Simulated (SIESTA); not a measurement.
The system is MgO.

```xyz
2
Lattice="0.0000 2.0970 2.0970 2.0970 0.0000 2.0970 2.0970 2.0970 0.0000" Properties=species:S:1:pos:R:3 pbc="T T T"
Mg    0.0000    0.0000    0.0000
O     2.0970    2.0970    2.0970
```

The cell is a database's computed one.

Base run:

```yaml
Program: SIESTA 5.4.2
Functional: BLYP
Potentials_or_basis: PseudoDojo 0.4 standard (PBE files)
Basis: DZP (energy shift 0.003 Ry; two zetas on semicore shells)
Grid_cutoff: 800 Ry
Energy_shift: 0.003 Ry
k_mesh: 11 × 11 × 11
Occupations: fermi-dirac, width 0.05 eV
Spin: no spin polarisation
```

Its results: band gap on the k mesh 5.00 eV, direct; pressure 14.3 GPa.

Task: The run is repeated on the same cell with these changes: functional from BLYP to vdW-DF-cx. What comes out?

Result: Band gap on the k mesh 4.85 eV, direct; pressure 8.3 GPa.

Caveats: the potentials were made for another functional, which shifts forces and pressure; the basis of atomic orbitals isn't converged, which shifts pressures, moduli and gaps.
